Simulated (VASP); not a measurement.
## From VASP inputs to Ansatz: BaTe (distorted rocksalt)

INCAR

```
SIGMA = 0.02
IBRION = -1
ISIF = 2
ISMEAR = -1
NBANDS = 15
GGA = PE
ENCUT = 520
PREC = Accurate
LASPH = .TRUE.
NSW = 0
LREAL = .FALSE.
LCHARG = .FALSE.
EDIFF = 1E-7
NELM = 120
LWAVE = .FALSE.
```

KPOINTS

```
KPOINTS created by Atomic Simulation Environment
0
Gamma
6 6 6
0 0 0
```

POSCAR

```
Ba Te
 1.0000000000000000
    -0.0598000000000000    3.4451000000000001    3.5699000000000001
     3.6061999999999999    0.0220000000000000    3.4880000000000000
     3.6457000000000002    3.4026999999999998   -0.0175000000000000
 Ba  Te
   1   1
Cartesian
  0.2363462200000000  3.3691887899999999  3.5273256700000006
  3.5574704299999995  3.3387572399999996  3.2931162599999997
```

VASP ran with the recommended PBE PAW datasets (16 valence electrons in the cell).

Problem. Translate these files to an Ansatz input.

Solution. 

```yaml
crystal:
  lattice:
    - [-0.0598, 3.4451, 3.5699]
    - [3.6062, 0.022, 3.488]
    - [3.6457, 3.4027, -0.0175]
  atoms:
    - { symbol: Ba, position: [0.9433, 0.046, 0.0348] }
    - { symbol: Te, position: [0.4599, 0.476, 0.5125] }
kpoints:
  mp_grid: { grid: [6, 6, 6] }
hamiltonian:
  xc: pbe
scf:
  occupations: { method: fermi_dirac, width: 0.02 }
  n_extra_bands: 4
output:
  forces: true
  stress: true
  eigenvalues: true
```

Other inputs would serve too.

```json
{"": "gap between bands v and c on the k mesh", "VASP": "1.80 eV", "Ansatz": "1.86 eV"}
{"": "least direct gap on the k mesh", "VASP": "2.02 eV", "Ansatz": "2.06 eV"}
{"": "pressure", "VASP": "1.2 GPa", "Ansatz": "0.9 GPa"}
{"": "largest force", "VASP": "0.56 eV/Å", "Ansatz": "0.53 eV/Å"}
```

The two codes use different PAW datasets and cutoffs. VASP's cell holds 16 valence electrons and Ansatz's 26. Ansatz's stress includes a Pulay correction; VASP's doesn't.
